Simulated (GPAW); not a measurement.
A run of GPAW 26.7.0 is set up as follows.

Mg.cif

```cif
data_Mg
_cell_length_a 3.02901960
_cell_length_b 3.02901960
_cell_length_c 3.02901960
_cell_angle_alpha 109.47122063
_cell_angle_beta 109.47122063
_cell_angle_gamma 109.47122063
_space_group_name_H-M_alt 'P1'
_space_group_name_Hall 'P 1'
_space_group_IT_number 1
loop_
_space_group_symop_operation_xyz
'x,y,z'
loop_
_atom_site_label
_atom_site_type_symbol
_atom_site_symmetry_multiplicity
_atom_site_Wyckoff_symbol
_atom_site_fract_x
_atom_site_fract_y
_atom_site_fract_z
_atom_site_occupancy
Mg1 Mg 1 a 0.0000000000 0.0000000000 0.0000000000 1
```

Potentials or basis: GPAW PAW data sets (gpaw-data 1.2.1), pw.

Run with:

```console
$ OMP_NUM_THREADS=1 gpaw run Mg.cif -p 'mode=PW(800),xc=MGGA_X_RSCAN+MGGA_C_RSCAN,kpts={size:(11,11,11),gamma:True},occupations={name:fermi-dirac,width:0.05},nbands=12,convergence={density:1e-05,energy:1e-05},maxiter=150,txt=gpaw.txt' --properties efs -w gs.gpw
```

(1) Estimate the band gap on the k mesh.

(2) Predict the pressure.

Results:

(1) none (metal or under the smearing width).

(2) 2.4 GPa.

Caveat: the PAW data sets were made with another functional, which shifts forces and pressure a little.
